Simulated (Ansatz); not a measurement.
## Te2Mo: clamped-ion strain scan

All numbers below come from DFT LDA, scalar-relativistic, plane waves, PAW in Ansatz. The runs took a 420 eV cutoff, a Γ-centred 12×12×2 mesh and Gaussian smearing (0.05 eV). Spin–orbit coupling is left out, which matters for the heavy elements here. No spin polarisation. Energies are free energies at this smearing, counted from the undisturbed cell; pressure is positive in compression.

Reference structure (relaxed at this level; this form isn't the usual structure):

```xyz
3
Lattice="3.4665 0.0000 0.0000 -1.7333 3.0021 0.0000 0.0000 0.0000 17.5198" Properties=species:S:1:pos:R:3 pbc="T T T"
Te    0.0000    2.0014   15.7246
Te    0.0000    2.0014    1.7952
Mo   -1.7333    3.0021    0.0000
```

The cell holds layers and no dispersion correction was added, so their binding is poorly described.

The cell is strained by ε times the Voigt pattern (1, 0, 0, 0, 0, 0) (xx, yy, zz, yz, xz, xy; engineering shear) with fractional coordinates fixed.

```
      ε  ΔE (meV/atom) stress summed along the pattern (GPa, tension positive) pressure (GPa) gap on the mesh (eV)
-0.0200            5.6                                                    -1.52             0.9                  1.22
-0.0150            3.1                                                        ?               ?                  1.28
-0.0100            1.4                                                    -0.73             0.4                  1.28
 0.0000            0.0                                                     0.00             0.0                  1.24
 0.0050            0.3                                                     0.34               ?                     ?
 0.0150            2.8                                                     0.98            -0.6                  1.18
 0.0200            5.0                                                     1.28            -0.8                  1.16
```

Question: Give the withheld values.

Answer: stress summed along the pattern (GPa, tension positive) at ε = -0.0150: -1.11; pressure (GPa) at ε = -0.0150: 0.6; pressure (GPa) at ε = 0.0050: -0.2; gap on the mesh (eV) at ε = 0.0050: 1.22.

Cost: 7 runs of about 9.2 core-minutes in all, on AMD EPYC (Zen 3) (shared hosts).